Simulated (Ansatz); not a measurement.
Molecular dynamics of Cd9O8

Input:

```yaml
accuracy: low
crystal:
  lattice:
    - [6.68923, 0.0, 0.0]
    - [3.344615, 5.793043, 0.0]
    - [0.0, 0.0, 15.0963]
  atoms:
    - { symbol: Cd, position: [0.0, 0.0, 0.0662414] }
    - { symbol: O, position: [0.33321232, 0.83337315, 0.11951667] }
    - { symbol: Cd, position: [0.0, 0.5, 0.0662414] }
    - { symbol: O, position: [0.33329832, 0.33313248, 0.15651564] }
    - { symbol: Cd, position: [0.5, 0.0, 0.0662414] }
    - { symbol: O, position: [0.83340829, 0.83339795, 0.11936703] }
    - { symbol: Cd, position: [0.5, 0.5, 0.0662414] }
    - { symbol: O, position: [0.83336486, 0.33322882, 0.11934766] }
    - { symbol: Cd, position: [0.66682059, 0.66564198, 0.33518822] }
    - { symbol: O, position: [0.02409296, 0.48717076, 0.32730023] }
    - { symbol: Cd, position: [0.66072106, 0.16913155, 0.24223842] }
    - { symbol: O, position: [-0.00030308, -0.00017862, 0.2802712] }
    - { symbol: Cd, position: [0.16938583, 0.6606307, 0.24242683] }
    - { symbol: O, position: [0.48767318, 0.48745529, 0.32750914] }
    - { symbol: Cd, position: [0.16972481, 0.16878839, 0.24214591] }
    - { symbol: O, position: [0.48821112, 1.02307808, 0.32729322] }
    - { symbol: Cd, position: [0.33330942, 0.33224954, 0.40124816] }
basis:
  ecutwfc: 420.0
kpoints:
  mp_grid: { grid: [2, 2, 1] }
hamiltonian:
  xc: lda
scf:
  occupations: { method: fermi_dirac, width: 0.05 }
  lower_state_search: "off"
md:
  timestep: 1.5
  n_steps: 210
  ensemble: nve
  temperature: 2400.0
  initial_velocities: maxwell_boltzmann
  seed: 826634
  constraints: [{ sites: [0, 2, 4, 6] }]
```

Command:

```bash
$ ansatz run input.yaml --threads 2 --pin off --max-ram 5120MiB --backend cpu --events-out ev --progress --plain --runs-dir out
```

It starts from a relaxed structure.

Output, in part (step lines):

```
md step     0: t =     0.00 fs  T =  2400.0 K  F+E_penalty+E_count = -77492.29349072 eV  E_kin = 4.032912 eV  conserved = -77488.26057876 eV  (10 SCF iters)
md step     1: t =     1.50 fs  T =  2383.4 K  F+E_penalty+E_count = -77492.26531540 eV  E_kin = 4.005045 eV  conserved = -77488.26027046 eV  (9 SCF iters)
md step     2: t =     3.00 fs  T =  2335.3 K  F+E_penalty+E_count = -77492.18403846 eV  E_kin = 3.924214 eV  conserved = -77488.25982429 eV  (9 SCF iters)
md step     3: t =     4.50 fs  T =  2259.4 K  F+E_penalty+E_count = -77492.05599151 eV  E_kin = 3.796726 eV  conserved = -77488.25926502 eV  (8 SCF iters)
md step     4: t =     6.00 fs  T =  2160.7 K  F+E_penalty+E_count = -77491.88939876 eV  E_kin = 3.630786 eV  conserved = -77488.25861325 eV  (8 SCF iters)
md step     5: t =     7.50 fs  T =  2044.8 K  F+E_penalty+E_count = -77491.69399135 eV  E_kin = 3.436095 eV  conserved = -77488.25789636 eV  (5 SCF iters)
md step     6: t =     9.00 fs  T =  1918.2 K  F+E_penalty+E_count = -77491.48049615 eV  E_kin = 3.223322 eV  conserved = -77488.25717460 eV  (4 SCF iters)
md step     7: t =    10.50 fs  T =  1787.3 K  F+E_penalty+E_count = -77491.25978515 eV  E_kin = 3.003276 eV  conserved = -77488.25650934 eV  (6 SCF iters)
[... lines left out ...]
md step   209: t =   313.50 fs  T =  1257.3 K  F+E_penalty+E_count = -77490.37020442 eV  E_kin = 2.112785 eV  conserved = -77488.25741943 eV  (4 SCF iters)
md step   210: t =   315.00 fs  T =  1256.2 K  F+E_penalty+E_count = -77490.36815171 eV  E_kin = 2.110903 eV  conserved = -77488.25724883 eV  (8 SCF iters)
```

The steps, from the saved trajectory:

| time (fs) | T (K) | potential energy less start (eV) | conserved less start (meV/atom) |
| --- | --- | --- | --- |
| 0.0 | 2400 | 0.000 | 0.00 |
| 10.5 | 1787 | 1.034 | 0.24 |
| 21.0 | 1125 | 2.147 | 0.31 |
| 31.5 | 1040 | 2.290 | 0.26 |
| 42.0 | 1221 | 1.986 | 0.23 |
| 52.5 | 1399 | 1.686 | 0.21 |
| 63.0 | 1366 | 1.741 | 0.19 |
| 73.5 | 1149 | 2.106 | 0.24 |
| 84.0 | 1080 | 2.222 | 0.21 |
| 94.5 | 1079 | 2.223 | 0.18 |
| 105.0 | 1028 | 2.310 | 0.24 |
| 115.5 | 981 | 2.387 | 0.12 |
| 126.0 | 595 | 3.039 | 0.33 |
| 136.5 | 825 | 2.651 | 0.21 |
| 147.0 | 1076 | 2.228 | 0.18 |
| 157.5 | 1014 | 2.332 | 0.23 |
| 168.0 | 1070 | 2.238 | 0.23 |
| 178.5 | 1143 | 2.114 | 0.15 |
| 189.0 | 772 | 2.740 | 0.26 |
| 199.5 | 617 | 3.001 | 0.28 |
| 210.0 | 906 | 2.514 | 0.23 |
| 220.5 | 1222 | 1.981 | 0.15 |
| 231.0 | 1086 | 2.213 | 0.25 |
| 241.5 | 1131 | 2.136 | 0.23 |
| 252.0 | 1287 | 1.873 | 0.12 |
| 262.5 | 1097 | 2.193 | 0.21 |
| 273.0 | 1024 | 2.316 | 0.22 |
| 283.5 | 1201 | 2.018 | 0.19 |
| 294.0 | 1255 | 1.927 | 0.17 |
| 304.5 | 1154 | 2.098 | 0.24 |
| 315.0 | 1256 | 1.925 | 0.20 |

The run went to its last step. The conserved energy stayed within 0.33 meV per atom of its start (net change 0.2 meV per atom), so the integration is sound. The temperature averaged 0.45 of the 2400 K drawn at the start: a run that starts near a minimum puts about half its kinetic energy into the potential. A run of 0.32 ps of so small a system gives no equilibrium averages. Limits of this set-up: coarse k mesh, thin slab, slab without dipole correction, low accuracy level.

Mean squared displacements from the first frame to the last: Cd 0.25 Å², O 0.28 Å².

Last frame:

```xyz
17
Lattice="6.6892 0.0000 0.0000 3.3446 5.7930 0.0000 0.0000 0.0000 15.0963" Properties=species:S:1:pos:R:3
Cd 0.000 0.000 1.000
O 5.054 5.023 2.003
Cd 1.672 2.897 1.000
O 3.377 2.011 2.295
Cd 3.345 0.000 1.000
O 8.388 4.883 1.480
Cd 5.017 2.897 1.000
O 6.654 2.008 1.942
Cd 6.698 4.404 5.662
O 1.747 3.275 5.074
Cd 4.651 1.491 3.854
O -0.300 0.472 3.645
Cd 3.741 4.377 4.067
O 4.921 3.486 5.560
Cd 1.652 1.378 3.745
O 6.630 6.436 5.154
Cd 3.107 2.417 6.349
```

The run took 16 min on 2 threads of Arm Neoverse V2 (shared host), peak memory 1.2 GiB.
